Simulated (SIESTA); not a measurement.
The system is BaTiO3.

```
CELL_PARAMETERS angstrom
3.99980 0.00000 0.00000
0.00000 3.99980 0.00000
0.00000 0.00000 4.01800
ATOMIC_POSITIONS crystal
Ba 0.00000 0.00000 0.00000
Ti 0.50000 0.50000 0.49000
O 0.00000 0.50000 0.51700
O 0.50000 0.00000 0.51700
O 0.50000 0.50000 0.01900
```

Base run:

```yaml
Program: SIESTA 5.4.2
Functional: LDA
Potentials_or_basis: PseudoDojo 0.4 standard (LDA files)
Basis: DZP (energy shift 0.002 Ry; d shell added on Ba)
Grid_cutoff: 800 Ry
Energy_shift: 0.002 Ry
k_mesh: 7 × 7 × 7
Occupations: fermi-dirac, width 0.05 eV
Spin: no spin polarisation
```

Its results: band gap on the k mesh 1.70 eV, indirect (least direct gap 1.88 eV); pressure -6.1 GPa; largest force 0.338 eV/Å.

Problem. The run is repeated on the same cell with these changes: functional from LDA to vdW-DF-cx; potentials or basis from PseudoDojo 0.4 standard (LDA files) to PseudoDojo 0.4 standard (PBE files). What comes out?

Solution. Band gap on the k mesh 1.77 eV, indirect (least direct gap 1.94 eV); pressure -0.1 GPa; largest force 0.241 eV/Å.

Caveats: semicore shells carry a single zeta, which can move pressures by several GPa and volumes by a few percent; this set's barium file shifts pressures by up to 1 GPa against other sets; spin-orbit coupling is left out, which moves the levels of the heavy elements; the mesh misses the band edges, which the band path finds closer together; the basis of atomic orbitals isn't converged, which shifts pressures, moduli and gaps; the potentials were made for another functional, which shifts forces and pressure (some runs).

Not every run made on this cell is shown here.
